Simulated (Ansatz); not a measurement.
# ZnS: the cost of one run

Program: Ansatz 0.2.0. Level of theory: DFT r2SCAN, scalar-relativistic, plane waves, PAW. These are calculated values, not measurements.

### 1 Starting point

Symmetry: F-43m, No. 216, cubic system. Conventional cell: a = 5.409 Å, b = 5.409 Å, c = 5.409 Å, α = 90.00°, β = 90.00°, γ = 90.00°. Around Zn (site symmetry -43m) lie 4 S at 2.34 Å. S (site symmetry -43m) has 4 Zn at 2.34 Å as nearest neighbours.

Structure file:

```
Zn S
1.0
     5.40930    0.00000    0.00000
     0.00000   -5.40930    0.00000
     0.00000    0.00000   -5.40930
Zn S
4 4
Direct
  0.00000 0.50000 0.50000
  0.50000 0.00000 0.50000
  0.50000 0.50000 0.00000
  0.00000 0.00000 0.00000
  0.75000 0.75000 0.75000
  0.25000 0.25000 0.75000
  0.25000 0.75000 0.25000
  0.75000 0.25000 0.25000
```

No relaxation comes first: the listed cell is the starting point.

### 2 The reference cell

The cell is repeated 4 times, 8 atoms in all. The reference gives a free energy of -16933.7960 eV, pressure -0.86 GPa, largest force 0.000 eV/Å and gap on the mesh 2.65 eV. It was computed beforehand with the settings of the runs below.

### 3 Setting up random displacements

All atoms are moved at random with no net shift, in some cells together with a random strain.

### 4 rms move = 0.035 Å

input.yaml reads:

```yaml
crystal:
  lattice:
    - [5.4696472532, -0.0334269573, -0.1887964934]
    - [0.0334269573, -5.2800043345, 0.0238141133]
    - [0.1887964934, 0.0238141133, -5.579629663]
  atoms:
    - { symbol: Zn, position: [0.0049391549, 0.4947197873, 0.4978820012] }
    - { symbol: Zn, position: [0.501746802, 0.0008373982, 0.4956707242] }
    - { symbol: Zn, position: [0.506452098, 0.5022641241, 0.0020639083] }
    - { symbol: Zn, position: [-0.004545503, -0.0007934368, 0.0057248979] }
    - { symbol: S, position: [0.7506145163, 0.7584682188, 0.7499284063] }
    - { symbol: S, position: [0.2495135618, 0.2491477712, 0.7474883683] }
    - { symbol: S, position: [0.248125902, 0.7477047196, 0.2490917406] }
    - { symbol: S, position: [0.743153468, 0.2476514177, 0.2521499533] }
basis:
  ecutwfc: 500
kpoints:
  mp_grid: { grid: [4, 4, 4] }
hamiltonian:
  xc: r2scan
scf:
  occupations: { method: gaussian, width: 0.05 }
output:
  forces: true
  stress: true
  eigenvalues: true
```

Started as:

```console
$ ansatz run input.yaml --threads 1 --pin off --max-ram 2560MiB --backend cpu --events-out ev --progress --plain --runs-dir out
```

**Question.** How long does this run take on 1 thread of Arm Neoverse V1, shared host, and how much memory does it need?

About 70 s, with a peak of 0.71 GiB.
